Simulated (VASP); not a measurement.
# Al (P6_3/mmc) in VASP: notebook, part 2 of 2

VASP 6.6.1. Earlier steps stand in the parts before.

**3. Single point, PBE (clean slab, lower half held)**

INCAR reads:

```
  ALGO = Normal
  DIPOL = 0.5 0.5 0.500
  EDIFF = 1E-6
  ENCUT = 520
  GGA = PE
  IDIPOL = 3
  ISIF = 2
  ISMEAR = 0
  LASPH = True
  LCHARG = True
  LDIPOL = True
  LELF = True
  LREAL = False
  LVACPOTAV = True
  LVHAR = True
  LWAVE = False
  NBANDS = 22
  NELM = 100
  PREC = Accurate
  SIGMA = 0.1
```

KPOINTS reads:

```
k-points
0
Gamma
  12 12 1
```

POSCAR reads:

```
Al
1.0
    2.8543223330      0.0000000000      0.0000000000
   -1.4271611665      2.4719156510      0.0000000000
    0.0000000000      0.0000000000     30.4205870244
Al
8
Direct
    0.3333333333      0.6666666667      0.2301073281
    0.0000000000      0.0000000000      0.3072195201
    0.6666666667      0.3333333333      0.3843317121
    0.0000000000      0.0000000000      0.4614439040
    0.3333333333      0.6666666667      0.5379349732
    0.0000000000      0.0000000000      0.6154435277
    0.6666666667      0.3333333333      0.6929652265
    0.0000000000      0.0000000000      0.7717161846
```

Potentials or basis: VASP PAW PBE potentials, release 64 (Al).

Launch:

```bash
cat potpaw_PBE.64/Al/POTCAR > POTCAR
mpirun -np 1 vasp_std > vasp.out
```

OUTCAR:

```text
EDIFF = 1E-6
   ENCUT = 520
   GGA = PE
   ISIF = 2
   ISMEAR = 0
   LASPH = True
   LREAL = False
   NELM = 100
   PREC = Accurate

 ion  position               nearest neighbor table
   1  0.333  0.667  0.230-   2 2.87   2 2.87   2 2.87
   2  0.000  0.000  0.307-   1 2.87   3 2.87   3 2.87   1 2.87   3 2.87   1 2.87
   3  0.667  0.333  0.384-   4 2.87   4 2.87   4 2.87   2 2.87   2 2.87   2 2.87
   4  0.000  0.000  0.461-   5 2.85   5 2.85   5 2.85   3 2.87   3 2.87   3 2.87
   5  0.333  0.667  0.538-   4 2.85   4 2.85   4 2.85   6 2.88   6 2.88   6 2.88
   6  0.000  0.000  0.615-   5 2.88   5 2.88   5 2.88   7 2.88   7 2.88   7 2.88
   7  0.667  0.333  0.693-   6 2.88   6 2.88   6 2.88   8 2.91   8 2.91   8 2.91
   8  0.000  0.000  0.772-   7 2.91   7 2.91   7 2.91

  LATTYP: Found a hexagonal cell.
 ALAT       =     2.8543223330
 C/A-ratio  =    10.6577265898

  Lattice vectors:

 A1 = (   2.8543223330,   0.0000000000,   0.0000000000)
 A2 = (  -1.4271611665,   2.4719156510,   0.0000000000)
 A3 = (   0.0000000000,   0.0000000000,  30.4205870244)

Analysis of symmetry for initial positions (statically):
=====================================================================
[... 196 lines left out ...]
      4      -6.1780      2.00000
      5      -5.3735      2.00000
      6      -4.3849      2.00000
[... 464 lines left out ...]
     21       4.9053      0.00000
     22       5.8459      0.00000

------------------------ aborting loop because EDIFF is reached ----------------------------------------

  FORCE on cell =-STRESS in cart. coord.  units (eV):
  Direction    XX          YY          ZZ          XY          YZ          ZX
  --------------------------------------------------------------------------------------
  -------------------------------------------------------------------------------------
  Total       -1.4298675     -1.4298675      0.1935270      0.0000000      0.0000000      0.0000000
  in kB      -10.6733837    -10.6733837      1.4446009      0.0000000      0.0000000      0.0000000
  external PRESSURE =      -6.6340555 kB  Pullay stress =       0.0000000 kB

 VOLUME and BASIS-vectors are now :
 -----------------------------------------------------------------------------
  energy-cutoff  :      520.00
  volume of cell :      214.64
      direct lattice vectors                 reciprocal lattice vectors
     2.854322333  0.000000000  0.000000000     0.350345856  0.202272274  0.000000000
    -1.427161166  2.471915651  0.000000000     0.000000000  0.404544548  0.000000000
     0.000000000  0.000000000 30.420587024     0.000000000  0.000000000  0.032872475

 POSITION                                       TOTAL-FORCE (eV/Angst)
 -----------------------------------------------------------------------------------
     -0.00000      1.64794      7.00000        -0.000000      0.000000     -0.041636
      0.00000      0.00000      9.34580        -0.000000      0.000000      0.019271
      1.42716      0.82397     11.69160         0.000000     -0.000000      0.007776
      0.00000      0.00000     14.03739        -0.000000     -0.000000      0.011745
     -0.00000      1.64794     16.36430        -0.000000      0.000000      0.002269
      0.00000      0.00000     18.72215         0.000000      0.000000     -0.000283
      1.42716      0.82397     21.08041        -0.000000      0.000000     -0.001614
      0.00000      0.00000     23.47606         0.000000     -0.000000      0.002472
 -----------------------------------------------------------------------------------
    total drift:                               -0.000000      0.000000      0.000028

  FREE ENERGIE OF THE ION-ELECTRON SYSTEM (eV)
  ---------------------------------------------------
  free  energy   TOTEN  =       -29.1852775436 eV

  energy  without entropy=      -29.1752472038  energy(sigma->0) =      -29.18026237

 vacuum level on the upper side and lower side of the slab         7.454         7.494
```

stdout:

```text
POSCAR found type information on POSCAR Al
 POSCAR found :  1 types and       8 ions
 scaLAPACK will be used
 LDA part: xc-table for (Slater+PW92), standard interpolation
 POSCAR, INCAR and KPOINTS ok, starting setup
 FFT: planning ... GRIDC
 FFT: planning ... GRID_SOFT
 FFT: planning ... GRID
 WAVECAR not read
 entering main loop
 -----------------------------------------------------------------------------
|                                                                             |
|           W    W    AA    RRRRR   N    N  II  N    N   GGGG   !!!           |
|           W    W   A  A   R    R  NN   N  II  NN   N  G    G  !!!           |
|           W    W  A    A  R    R  N N  N  II  N N  N  G       !!!           |
|           W WW W  AAAAAA  RRRRR   N  N N  II  N  N N  G  GGG   !            |
|           WW  WW  A    A  R   R   N   NN  II  N   NN  G    G                |
|           W    W  A    A  R    R  N    N  II  N    N   GGGG   !!!           |
|                                                                             |
|     Did not find any points to average over, which means that no vacuum     |
|     field-free region was found. Please increase the size of  your cell     |
|     in the dimension of the dipole correction to obtain accurate            |
|     workfunction values.                                                    |
|                                                                             |
 -----------------------------------------------------------------------------
```

Wall time 2 min (1 thread of Intel Xeon Platinum 8488C (Sapphire Rapids), shared host); peak memory 0.35 GiB.

What came out:

* Free energy: -29.1853 eV
* Largest force: 0.042 eV/Å
* Band gap on the k mesh: none (metal or under the smearing width)
* Work function of the upper face: 4.13 eV
* Work function of the lower face: 4.17 eV

Forces on the atoms (eV/Å):
```
Al   0.000  0.000 -0.042
Al   0.000  0.000  0.019
Al   0.000  0.000  0.008
Al   0.000  0.000  0.012
Al   0.000  0.000  0.002
Al   0.000  0.000  0.000
Al   0.000  0.000 -0.002
Al   0.000  0.000  0.002
```

**4. Single point, PBE**

INCAR reads:

```
  PREC = Accurate
  ENCUT = 520
  EDIFF = 1E-6
  ISMEAR = 0
  SIGMA = 0.1
  LREAL = F
  LASPH = T
  NELM = 80
  ALGO = Fast
  ISIF = 2
  LWAVE = F
  LCHARG = F
  GGA = PE
  NBANDS = 14
```

KPOINTS reads:

```
regular mesh
0
Gamma
  18 18 6
```

POSCAR reads:

```
Al
1.0
    2.8543223330      0.0000000000      0.0000000000
   -1.4271611665      2.4719156510      0.0000000000
    0.0000000000      0.0000000000      9.3831925854
Al
4
Direct
    0.0000000000      0.0000000000      0.0000000000
    0.3333333333      0.6666666667      0.2500000000
    0.0000000000      0.0000000000      0.5000000000
    0.6666666667      0.3333333333      0.7500000000
```

Launch:

```bash
cat potpaw_PBE.64/Al/POTCAR > POTCAR
mpirun -np 1 vasp_std > vasp.out
```

Wall time 57 s (1 thread of Intel Xeon Platinum 8488C (Sapphire Rapids), shared host); peak memory 0.24 GiB.

The run converged. Its results:

```
Free energy            : -14.9379 eV
Pressure               : 0.0 GPa
Band gap on the k mesh : none (metal or under the smearing width)
```

Levels at points of the mesh, in eV from the Fermi level:
```
           k point  band 3  band 4  band 5  band 6  band 7  band 8  band 9  band 10
(0.00, 0.00, 0.00)   -9.43   -4.61   -4.45    3.31    3.32   10.74   10.74    10.93
(0.50, 0.00, 0.00)   -3.89   -3.82   -3.32   -3.22    0.83    1.25    1.29     1.57
(0.00, 0.00, 0.50)   -7.38   -7.38   -0.95   -0.95    8.14    8.14   11.06    11.06
(0.50, 0.00, 0.50)   -4.74   -4.74   -1.85   -1.85   -1.20   -1.20    4.49     4.49
```

**5. Overview**

```csv
cell,k mesh,dipole correction,gap on the mesh (eV),largest force (eV/Å),work function (eV)
the clean substrate in the cell of the map,9 × 9 × 1,yes,none,0.16,4.05
"clean slab, lower half held",12 × 12 × 1,yes,none,0.04,4.13
as given,18 × 18 × 6,no,none,-,-
```

Alike in all rows: task single point; level PBE; potentials or basis VASP PAW PBE potentials, release 64 (Al); no spin polarisation; cutoff (eV) 520; smearing gaussian 0.1 eV.

Total energies depend on the potentials used, so only differences within one code and one set of settings carry meaning.
